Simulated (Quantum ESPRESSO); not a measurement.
The system is TiSe.

```
Se Ti
1.0
     4.17836    0.00000    0.00000
     0.00000    4.17836    0.00000
     0.00000    0.00000    5.98442
Se Ti
2 2
Cartesian
  0.0000 2.0892 4.5515
  2.0892 0.0000 1.4329
  0.0000 0.0000 0.0000
  2.0892 2.0892 0.0000
```

The cell comes from a database or a generator and needn't be the stable form of this composition.

Program: Quantum ESPRESSO 7.5. Alike in all runs: task band structure; no spin polarisation; cell as given; smearing fermi-dirac 0.05 eV.

Question: Order these runs on this cell by their pressure, lowest first.
A. level r2SCAN; potentials or basis SG15 PBE 1.2; k mesh 5 × 5 × 4; cutoff (eV) 952; symmetry off; SCF threshold 1e-08 Ry
B. level PBEsol; potentials or basis GBRV 1.5 PBEsol; k mesh 7 × 7 × 5; cutoff (eV) 612; SCF threshold 8e-10 Ry
C. level LDA; potentials or basis GBRV 1.5 LDA; k mesh 7 × 7 × 5; cutoff (eV) 612; SCF threshold 8e-10 Ry; form of the LDA correlation PZ81

Answer: C (-4.9 GPa), B (-2.9 GPa), A (-1.3 GPa).

Caveats: the potentials were made for another functional, which shifts forces and pressure (some runs); this functional lacks dispersion, which binds the layers, so the pressure and a relaxed spacing across them are unreliable (some runs).
